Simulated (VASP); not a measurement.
# Se (P3_221) in VASP: a series of runs, part 2 of 2

VASP 6.6.1. Earlier steps stand in the parts before.

## (6) Single point, PBE

The input, INCAR:

```
SYSTEM = Se
PREC     = Accurate       ! precision mode
ENCUT    = 500            ! plane-wave cutoff, eV
EDIFF    = 1E-6           ! SCF threshold, eV
ISMEAR   = 0              ! smearing method
SIGMA    = 0.05           ! smearing width, eV
LREAL    = Auto         
LASPH    = .TRUE.         ! aspherical terms in the spheres
NELM     = 100            ! most SCF steps
ALGO     = Normal         ! electronic algorithm
ISIF     = 2              ! what is computed and relaxed
LWAVE    = .FALSE.        ! write WAVECAR
LCHARG   = .FALSE.        ! write CHGCAR
GGA      = PE             ! functional
NBANDS   = 16             ! bands
ADDGRID  = .FALSE.
```

The input, KPOINTS:

```
Automatic mesh
0
G
  9 9 7
  0 0 0
```

The input, POSCAR:

```
Se
1.0
    4.3551700000      0.0000000000      0.0000000000
   -2.1775850000      3.7716878578      0.0000000000
    0.0000000000      0.0000000000      4.9494500000
Se
3
Direct
    0.7830000000      0.7830000000      0.5000000000
    0.0000000000      0.2170000000      0.8333333333
    0.2170000000      0.0000000000      0.1666666667
```

Potentials or basis: VASP PAW PBE potentials, release 64 (Se).

Launch:

```
$ cat potpaw_PBE.64/Se/POTCAR > POTCAR
$ mpirun -np 1 vasp_std > vasp.out
```

OUTCAR:

```text
SYSTEM = Se
   PREC = Accurate
   ENCUT = 500
   EDIFF = 1E-6
   ISMEAR = 0
   LREAL = Auto
   LASPH = .TRUE.
   NELM = 100
   ISIF = 2
   GGA = PE

 Found     69 irreducible k-points:

 Following reciprocal coordinates:
            Coordinates               Weight
  0.000000  0.000000  0.000000      1.000000
  0.111111  0.000000  0.000000      6.000000
  0.222222  0.000000  0.000000      6.000000
  0.333333  0.000000  0.000000      6.000000
  0.444444  0.000000  0.000000      6.000000
  0.111111  0.111111  0.000000      6.000000
   k-points           NKPTS =     69   k-points in BZ     NKDIM =     69   number of bands    NBANDS=     16
   number of dos      NEDOS =    301   number of ions     NIONS =      3
   total plane-waves  NPLWV =  36864
   dimension x,y,z NGX =    32 NGY =   32 NGZ =   36
   dimension x,y,z NGXF=    64 NGYF=   64 NGZF=   72
   ions per type =               3
   NGX,Y,Z   is equivalent  to a cutoff of  12.22, 12.22, 12.09 a.u.
   NGXF,Y,Z  is equivalent  to a cutoff of  24.43, 24.43, 24.18 a.u.
 SYSTEM =  Se
   PREC   = accura    normal or accurate (medium, high low for compatibility)
   ISTART =      0    job   : 0-new  1-cont  2-samecut
   ICHARG =      2    charge: 1-file 2-atom 10-const
   ISPIN  =      1    spin polarized calculation?
   LNONCOLLINEAR =      F non collinear calculations
   LSORBIT =      F    spin-orbit coupling
   LASPH  =      T    aspherical Exc in radial PAW
[... 57 lines left out ...]

 k-point     1 :       0.0000    0.0000    0.0000
  band No.  band energies     occupation
      1     -13.3918      2.00000
      2      -9.0796      2.00000
      3      -9.0796      2.00000
      4      -1.2333      2.00000
      5      -1.2333      2.00000
      6      -1.0293      2.00000
[... 91 lines left out ...]
      3      -9.0676      2.00000
      4      -2.0071      2.00000
      5      -1.6719      2.00000
      6      -0.7682      2.00000
[... 8 lines left out ...]
     15      10.2095      0.00000
     16      11.0092      0.00000

 [... further k-points ...]

------------------------ aborting loop because EDIFF is reached ----------------------------------------

  FORCE on cell =-STRESS in cart. coord.  units (eV):
  Direction    XX          YY          ZZ          XY          YZ          ZX
  --------------------------------------------------------------------------------------
  -------------------------------------------------------------------------------------
  Total        2.4191583      2.4191583      3.8572907     -0.0000000      0.0000000      0.0000000
  in kB       47.6735048     47.6735048     76.0142756     -0.0000000      0.0000000      0.0000000
  external PRESSURE =      57.1204284 kB  Pullay stress =       0.0000000 kB

 VOLUME and BASIS-vectors are now :
 -----------------------------------------------------------------------------
  energy-cutoff  :      500.00
  volume of cell :       81.30
      direct lattice vectors                 reciprocal lattice vectors
     4.355170000  0.000000000  0.000000000     0.229612162  0.132566644  0.000000000
    -2.177585000  3.771687858  0.000000000     0.000000000  0.265133287  0.000000000
     0.000000000  0.000000000  4.949450000     0.000000000  0.000000000  0.202042651

 POSITION                                       TOTAL-FORCE (eV/Angst)
 -----------------------------------------------------------------------------------
      1.70505      2.95323      2.47472        -0.595716     -1.031810      0.000000
     -0.47254      0.81846      4.12454        -0.595716      1.031810     -0.000000
      0.94507      0.00000      0.82491         1.191432     -0.000000      0.000000
 -----------------------------------------------------------------------------------
    total drift:                               -0.000000     -0.000000      0.000000

  FREE ENERGIE OF THE ION-ELECTRON SYSTEM (eV)
  ---------------------------------------------------
  free  energy   TOTEN  =       -10.3715925805 eV

  energy  without entropy=      -10.3715925805  energy(sigma->0) =      -10.37159258
```

OSZICAR:

```text
N       E                     dE             d eps       ncg     rms          rms(c)
DAV:   1     0.802281990398E+02    0.80228E+02   -0.70713E+03  2208   0.906E+02
DAV:   2    -0.546063820888E+01   -0.85689E+02   -0.82094E+02  2936   0.152E+02
DAV:   3    -0.104211746657E+02   -0.49605E+01   -0.49448E+01  2792   0.420E+01
DAV:   4    -0.104544850427E+02   -0.33310E-01   -0.33307E-01  2888   0.408E+00
DAV:   5    -0.104547273979E+02   -0.24236E-03   -0.24235E-03  2880   0.342E-01    0.759E+00
DAV:   6    -0.103929858554E+02    0.61742E-01   -0.37735E-02  2736   0.120E+00    0.471E+00
DAV:   7    -0.103722381095E+02    0.20748E-01   -0.77885E-02  2608   0.169E+00    0.215E-01
DAV:   8    -0.103714262265E+02    0.81188E-03   -0.90254E-03  2416   0.590E-01    0.110E-01
DAV:   9    -0.103715367902E+02   -0.11056E-03   -0.34516E-04  3152   0.115E-01    0.370E-02
DAV:  10    -0.103715882977E+02   -0.51508E-04   -0.49519E-05  2496   0.475E-02    0.680E-03
DAV:  11    -0.103715926531E+02   -0.43554E-05   -0.86296E-06  3120   0.179E-02    0.411E-03
DAV:  12    -0.103715925805E+02    0.72591E-07   -0.15424E-06  2000   0.813E-03
   1 F= -.10371593E+02 E0= -.10371593E+02  d E =-.656456E-16
```

Run time: 30 s. Hardware: 1 thread of Intel Xeon 6975P-C (Granite Rapids), shared host; peak memory 0.21 GiB.

These settings aren't checked as converged: the numbers below hold their error.

Results:

```
Free energy            : -10.3716 eV
Pressure               : 5.7 GPa
Largest force          : 1.191 eV/Å
Band gap on the k mesh : 1.20 eV, indirect (least direct gap 1.29 eV)
```

Caveat: an odd mesh through Γ misses points on the zone boundary, where band edges often lie; forces of over 1 eV/Å show positions far from the minimum, so gaps and moduli don't describe the material at rest.

## (7) For comparison

An earlier run on the cell as given: functional PBE; potentials or basis VASP PAW PBE potentials, release 64 (Se); cutoff 520 eV; k mesh 7 × 7 × 6; occupations fermi-dirac, width 0.05 eV; no spin polarisation.

- Pressure: 5.7 GPa
- Largest force: 1.188 eV/Å
- Band gap on the k mesh: 1.16 eV, indirect (least direct gap 1.38 eV)
